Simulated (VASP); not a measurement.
# BaTe: single point with PBEsol

BaTe:

```
CELL_PARAMETERS angstrom
0.00000 3.49440 3.49440
3.49440 0.00000 3.49440
3.49440 3.49440 0.00000
ATOMIC_POSITIONS crystal
Ba 0.00000 0.00000 0.00000
Te 0.50000 0.50000 0.50000
```

- Program: VASP 6.6.1
- Task: single point
- Functional: PBEsol
- Potentials or basis: VASP PAW PBE potentials, release 64 (Ba_sv, Te)
- Cutoff: 520 eV
- k mesh: 5 × 5 × 5
- Occupations: fermi-dirac, width 0.1 eV
- Spin: no spin polarisation
- Dipole correction: no
- Further INCAR settings: ALGO = Normal; EDIFF = 1e-06; NBANDS = 15

```json
{"Pressure": "-0.2 GPa", "Band gap on the k mesh": "1.51 eV, indirect (least direct gap 1.90 eV)"}
```

Levels at points of the mesh, in eV from the valence-band top:
```
           k point  band 6  band 7  band 8  band 9  band 10  band 11
(0.00, 0.00, 0.00)    0.00    0.00    0.00    2.77     2.86     2.86
```

Wall time 21 s on 1 thread of Intel(R) Xeon(R) Platinum 8488C (Sapphire Rapids), on a shared host, peak memory 0.23 GiB.

Caveat: the PAW data sets were made with another functional, which shifts forces and pressure a little; spin-orbit coupling is left out, which moves the levels of the heavy elements; an odd mesh through Γ misses points on the zone boundary, where band edges often lie.
